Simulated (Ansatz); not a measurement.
# TiS2: how the settings move a single-point run

Question: which choices in the input matter for TiS2?

Computed with Ansatz 0.2.0 (reference: DFT, PBE, plane waves, PAW, unless a step's input says otherwise).

2 further runs of the same task are left out: 2 that didn't finish.

**1. The structure to begin with**

Symmetry: P-3m1, No. 164, trigonal system. The conventional cell has a = 3.411 Å, b = 3.411 Å, c = 5.739 Å, α = 90.00°, β = 90.00°, γ = 120.00°. Around Ti (site symmetry -3m) lie 6 S at 2.42 Å. S (site symmetry 3m) has 3 Ti at 2.42 Å as nearest neighbours.

Coordinates:

```cif
data_structure
_symmetry_space_group_name_H-M 'P-3m1'
_symmetry_Int_Tables_number 164
_cell_length_a 3.4106
_cell_length_b 3.4106
_cell_length_c 5.7387
_cell_angle_alpha 90.000
_cell_angle_beta 90.000
_cell_angle_gamma 120.000
_cell_volume 57.81
loop_
_atom_site_label
_atom_site_type_symbol
_atom_site_symmetry_multiplicity
_atom_site_Wyckoff_symbol
_atom_site_fract_x
_atom_site_fract_y
_atom_site_fract_z
_atom_site_occupancy
Ti1 Ti 1 a 0.00000 0.00000 0.00000 1
S1 S 2 d 0.33333 0.66667 0.24491 1
```

**2. Baseline**

Contents of input.yaml:

```yaml
crystal:
  lattice:
    - [3.4106015645, 0.0, 0.0]
    - [-1.7053007822, 2.953667597, 0.0]
    - [0.0, 0.0, 5.7387202995]
  atoms:
    - { symbol: Ti, position: [0.0, 0.0, 0.0] }
    - { symbol: S, position: [0.3333333333, 0.6666666667, 0.2449123136] }
    - { symbol: S, position: [0.6666666667, 0.3333333333, 0.7550876864] }
kpoints:
  mp_grid: { grid: [6, 6, 4] }
hamiltonian:
  xc: pbe
scf:
  occupations: { method: fermi_dirac, width: 0.02 }
  n_extra_bands: 4
output:
  forces: true
  stress: true
  eigenvalues: true
```

The run is started by

```sh
$ ansatz run input.yaml --threads 4 --pin off --max-ram 3686MiB --backend cpu --events-out ev --progress --plain --runs-dir out
```

**3. Variant: xc mr2scan**

Edit input.yaml of step 2 so:

```diff
@@ -12,3 +12,3 @@
 hamiltonian:
-  xc: pbe
+  xc: mr2scan
 scf:
```

**4. Changing settings: xc_grid 1**

Edit input.yaml of step 2 so:

```diff
@@ -20 +20,3 @@
   eigenvalues: true
+basis:
+  xc_grid: 1
```

**5. Changed: mp_grid.grid [5, 5, 5]**

Edit input.yaml of step 2 so:

```diff
@@ -10,3 +10,3 @@
 kpoints:
-  mp_grid: { grid: [6, 6, 4] }
+  mp_grid: { grid: [5, 5, 5] }
 hamiltonian:
```

**6. Variant: xc_grid 3**

Edit input.yaml of step 2 so:

```diff
@@ -20 +20,3 @@
   eigenvalues: true
+basis:
+  xc_grid: 3
```

**7. Changed: xc r2scan**

Edit input.yaml of step 2 so:

```diff
@@ -12,3 +12,3 @@
 hamiltonian:
-  xc: pbe
+  xc: r2scan
 scf:
```

**8. Changed: n_extra_bands 24**

Edit input.yaml of step 2 so:

```diff
@@ -15,3 +15,3 @@
   occupations: { method: fermi_dirac, width: 0.02 }
-  n_extra_bands: 4
+  n_extra_bands: 24
 output:
```

Q: Predict the outcome of this session. Wanted: for each run, ending; energy change; pressure; gap; force.

**Answer**, as computed:

| run | ending | energy change | pressure (GPa) | gap (eV) | force (eV/Å) | cycles | time |
| --- | --- | --- | --- | --- | --- | --- | --- |
| reference | converged | 0 | 1.6 | 0.00 | 0.12 | 6 | 0.52 s |
| 1: xc mr2scan | converged | not comparable | 1.1 | 0.12 | 0.06 | 10 | 1.6 s |
| 2: xc_grid 1 | converged | 0.0 meV/atom | 1.6 | 0.00 | 0.12 | 6 | 0.51 s |
| 3: mp_grid.grid [5, 5, 5] | converged | +10.9 meV/atom | 1.8 | 0.00 | 0.12 | 6 | 0.46 s |
| 4: xc_grid 3 | converged | 0.0 meV/atom | 1.6 | 0.00 | 0.12 | 6 | 0.52 s |
| 5: xc r2scan | converged | not comparable | 1.1 | 0.12 | 0.06 | 10 | 1.6 s |
| 6: n_extra_bands 24 | converged | 0.0 meV/atom | 1.6 | 0.00 | 0.12 | 6 | 0.68 s |

Residual by cycle in the longest SCF loop of each run; runs are numbered as in the table. The quantity is the density residual dr2, in eV.

```
cycle  reference    run 1    run 2   run 3    run 4    run 5   run 6
    1     0.0197     0.51   0.0197  0.0358   0.0197     0.51  0.0211
    2     0.0298     4.75   0.0298  0.0474   0.0298     4.75  0.0341
    3    0.00101   0.0655  0.00101  9.6e-4  0.00101   0.0655  8.2e-4
    4     2.4e-5   0.0343   2.4e-5  2.1e-5   2.4e-5   0.0343  2.6e-5
    5     7.5e-7  0.00876   7.9e-7  1.1e-6   8.0e-7  0.00876  9.4e-7
    6     8.6e-9   8.4e-4   8.5e-9  1.4e-8   8.5e-9   8.4e-4  6.0e-9
    7          -   9.9e-6        -       -        -   9.9e-6       -
    8          -   3.9e-6        -       -        -   3.9e-6       -
    9          -   1.9e-7        -       -        -   1.9e-7       -
   10          -  2.3e-10        -       -        -  2.3e-10       -
```

**Reading.** Of the converged runs whose energies compare with the reference's, «mp_grid.grid [5, 5, 5]» moves the energy most (+10.9 meV/atom). The pressure spans 1.1 to 1.8 GPa over the reference and the converged variants. The gap spans 0.00 to 0.12 eV over the reference and the converged variants (gaps read on unlike meshes, which can miss the band edges). The reference has no spin polarisation; with Ti present, a magnetic state may lie lower.
